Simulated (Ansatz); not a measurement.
Crystal: NbP.

```xyz
4
Lattice="-1.6749 1.6749 5.7401 1.6749 -1.6749 5.7401 1.6749 1.6749 -5.7401" Properties=species:S:1:pos:R:3 pbc="T T T"
Nb    1.6749    0.0000    2.8687
Nb    0.0000    0.0000    5.7387
P     0.0000    1.6749    3.8200
P     0.0000    0.0000    0.9500
```

The cell is a database's computed one.

Program: Ansatz 0.2.0. Alike in all runs: potentials or basis Ansatz PAW; cell as given; cutoff (eV) 420.

Task: Order these runs on this cell by their pressure, lowest first.
A. level PBEsol; spin SOC, no magnetisation; k mesh 8 × 8 × 8; smearing fermi-dirac 0.05 eV; points for each segment of the path 14
B. level revPBE; spin off; k mesh 11 × 11 × 11; smearing fermi-dirac 0.05 eV; points for each segment of the path 14
C. level PBE; spin off; k mesh 11 × 11 × 11; smearing gaussian 0.024 eV
D. level BLYP; spin off; k mesh 11 × 11 × 11; smearing fermi-dirac 0.05 eV; points for each segment of the path 14

Result: A (-6.3 GPa), C (-1.1 GPa), B (0.8 GPa), D (7.7 GPa).

Caveats: the PAW data sets come from PBE, with cores solved anew for the run's functional, which leaves a small shift of forces and pressure (some runs).
